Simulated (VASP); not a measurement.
# Al2O3 (Corundum): input slips in a phonon run and what they do

Aim: see how common mistakes in a phonon run show up, on Al2O3 (Corundum). The starting structure is a measured crystal structure from the Crystallography Open Database.

Method: Kohn-Sham DFT with plane waves and PAW; LDA, in VASP 6.6.1.

### Step 1. The structure

The structure is trigonal, space group R-3c (No. 167). Conventional cell: a = 4.759 Å, b = 4.759 Å, c = 12.996 Å, α = 90.00°, β = 90.00°, γ = 120.00°. Nearest to Al lie 6 O at 1.88 to 1.93 Å. Nearest to O lie 4 Al at 1.88 to 1.93 Å. Farther neighbours and most contacts between anions are not listed.

Coordinates:

```xyz
10
Lattice="2.3795 1.3738 4.3322 -2.3795 1.3738 4.3322 0.0000 -2.7476 4.3322" Properties=species:S:1:pos:R:3 pbc="T T T"
Al    0.0000    0.0000    1.9495
Al    0.0000    0.0000    4.5488
Al    0.0000    0.0000   11.0470
Al    0.0000    0.0000    8.4477
O     1.6656    0.1374    7.5813
O    -0.9518    1.3738    7.5813
O    -0.7138   -1.5112    7.5813
O    -1.6656   -0.1374    5.4152
O     0.9518   -1.3738    5.4152
O     0.7138    1.5112    5.4152
```

### Step 2. Reference modes

The cell comes from a relaxation at this level, not shown (83.51 Å³).

The input, INCAR:

```
SYSTEM = Al2O3
PREC = Accurate
ENCUT = 520
EDIFF = 1E-08
NELM = 100
ISMEAR = 0
SIGMA = 0.03
LREAL = .FALSE.
ALGO = Normal
GGA = CA
NBANDS = 34
LORBIT = 11
LWAVE = .FALSE.
LCHARG = .FALSE.
KPAR = 16
IBRION = 6
NFREE = 2
POTIM = 0.015
NSW = 1
ISIF = 2
```

The input, POSCAR:

```
Al2O3
1.0
    2.3675317589      1.3668950983      4.3008745291
   -2.3675317589      1.3668950983      4.3008745291
    0.0000000000     -2.7337901966      4.3008745291
Al O
4 6
Direct
    0.1479949731      0.1479949731      0.1479949731
    0.3520050269      0.3520050269      0.3520050269
    0.8520050269      0.8520050269      0.8520050269
    0.6479949731      0.6479949731      0.6479949731
    0.9442605397      0.2500000000      0.5557394603
    0.5557394603      0.9442605397      0.2500000000
    0.2500000000      0.5557394603      0.9442605397
    0.0557394603      0.7500000000      0.4442605397
    0.4442605397      0.0557394603      0.7500000000
    0.7500000000      0.4442605397      0.0557394603
```

The input, KPOINTS:

```
Automatic mesh
0
Gamma
6 6 6
0 0 0
```

PAW data sets: Al and O (LDA family, release 64).

On the command line:

```console
$ mpirun -np 16 vasp_std
```

The program printed:

```text
[banner, memory and clock lines left out]
running   16 mpi-ranks, on    1 nodes
 distrk:  each k-point on    1 cores,   16 groups
 distr:  one band on    1 cores,    1 groups

 POSCAR found type information on POSCAR AlO
 POSCAR found :  2 types and      10 ions
|                                                                             |
|           W    W    AA    RRRRR   N    N  II  N    N   GGGG   !!!           |
|           W    W   A  A   R    R  NN   N  II  NN   N  G    G  !!!           |
|           W    W  A    A  R    R  N N  N  II  N N  N  G       !!!           |
|           W WW W  AAAAAA  RRRRR   N  N N  II  N  N N  G  GGG   !            |
|           WW  WW  A    A  R   R   N   NN  II  N   NN  G    G                |
|           W    W  A    A  R    R  N    N  II  N    N   GGGG   !!!           |
|                                                                             |
|     For optimal performance we recommend to set                             |
|       NCORE = 2 up to number-of-cores-per-socket                            |
|     NCORE specifies how many cores store one orbital (NPAR=cpu/NCORE).      |
|     This setting can greatly improve the performance of VASP for DFT.       |
|     The default, NCORE=1 might be grossly inefficient on modern             |
|     multi-core architectures or massively parallel machines. Do your        |
|     Unfortunately you need to use the default for GW and RPA                |
|     calculations (for HF NCORE is supported but not extensively tested      |
|     yet).                                                                   |
|                                                                             |

 LDA part: xc-table for (Slater(with rela. corr.)+CA(PZ))
 , standard interpolation
 POSCAR, INCAR and KPOINTS ok, starting setup
 FFT: planning ... GRIDC
 FFT: planning ... GRID_SOFT
 FFT: planning ... GRID
 WAVECAR not read
 entering main loop
       N       E                     dE             d eps       ncg     rms          rms(c)
DAV:   1     0.223298960485E+03    0.22330E+03   -0.25688E+04  2176   0.135E+03
DAV:   2    -0.790426182777E+02   -0.30234E+03   -0.29138E+03  2786   0.294E+02
DAV:   3    -0.914817354067E+02   -0.12439E+02   -0.12398E+02  2796   0.610E+01
DAV:   4    -0.915730854530E+02   -0.91350E-01   -0.91293E-01  2720   0.606E+00
DAV:   5    -0.915739518118E+02   -0.86636E-03   -0.86620E-03  2716   0.586E-01    0.177E+01
DAV:   6    -0.832934826790E+02    0.82805E+01   -0.30041E+01  2638   0.292E+01    0.633E+00
DAV:   7    -0.831909502908E+02    0.10253E+00   -0.92341E-01  2662   0.469E+00    0.320E+00
DAV:   8    -0.831118776168E+02    0.79073E-01   -0.80001E-02  2718   0.210E+00    0.745E-01
DAV:   9    -0.831046276471E+02    0.72500E-02   -0.14559E-02  2798   0.630E-01    0.269E-01
DAV:  10    -0.831046808342E+02   -0.53187E-04   -0.49170E-04  2550   0.137E-01    0.641E-02
DAV:  11    -0.831046637641E+02    0.17070E-04   -0.12582E-04  2686   0.661E-02    0.261E-02
DAV:  12    -0.831046639050E+02   -0.14088E-06   -0.36577E-06  2690   0.130E-02    0.633E-03
DAV:  13    -0.831046635862E+02    0.31878E-06   -0.12207E-06  2670   0.647E-03    0.150E-03
DAV:  14    -0.831046635842E+02    0.20582E-08   -0.44675E-08  2358   0.128E-03
   1 F= -.83104664E+02 E0= -.83104664E+02  d E =-.923049E-20
[... from here on, the cycles between the ionic steps are left out ...]
   2 F= -.83102359E+02 E0= -.83102359E+02  d E =-.322079E-19
   3 F= -.83102327E+02 E0= -.83102327E+02  d E =-.350135E-19
   4 F= -.83102489E+02 E0= -.83102489E+02  d E =-.947229E-21
   5 F= -.83102511E+02 E0= -.83102511E+02  d E =-.161687E-18
   6 F= -.83102547E+02 E0= -.83102547E+02  d E =-.190928E-23
   7 F= -.83102517E+02 E0= -.83102517E+02  d E =-.326193E-16
   8 F= -.83102851E+02 E0= -.83102851E+02  d E =-.155698E-19
 Finite differences progress:
  Degree of freedom:   4/  4
  Displacement:        1/  2
  Total:               7/  8
 bond charge predicted
       N       E                     dE             d eps       ncg     rms          rms(c)
DAV:   1    -0.831031867144E+02   -0.33556E-03   -0.29986E+00  7816   0.988E+00    0.264E-01
DAV:   2    -0.831037546337E+02   -0.56792E-03   -0.31285E-02  9766   0.104E+00    0.140E-01
DAV:   3    -0.831028328476E+02    0.92179E-03   -0.20866E-03  9720   0.321E-01    0.334E-02
DAV:   4    -0.831028542256E+02   -0.21378E-04   -0.41940E-04  9574   0.112E-01    0.183E-02
DAV:   5    -0.831028515595E+02    0.26660E-05   -0.63732E-06  9528   0.165E-02    0.755E-03
DAV:   6    -0.831028511597E+02    0.39977E-06   -0.11914E-06  9570   0.771E-03    0.113E-03
DAV:   7    -0.831028511597E+02    0.50022E-10   -0.14470E-07  9448   0.251E-03    0.667E-04
DAV:   8    -0.831028511587E+02    0.96725E-09   -0.26632E-08  7828   0.128E-03
   9 F= -.83102851E+02 E0= -.83102851E+02  d E =-.155565E-19
 Finite differences progress:
  Degree of freedom:   4/  4
  Displacement:        2/  2
  Total:               8/  8
```

It took 3.8 min on 16 MPI ranks of Intel Xeon Platinum 8375C at 2.90GHz (Ice Lake), shared host; peak memory 8.8 GiB; 61 min of CPU time.

The logs omit lines about the potential files and the build; timing stands in the text.

[end of part 1 of 3]

[Lines on the potential files, build, host, timing and source positions are cut from VASP's logs without a mark.]

[Logs are printed without paths, hosts, clocks, repeated set-up lines and the standing remarks that a program may print on its own settings, such as how far it seeks lower states.]

[Hosts, paths, dates, database ids (printed as entryN), source tags and the programs' standing remarks are cut or masked in the printed files.]
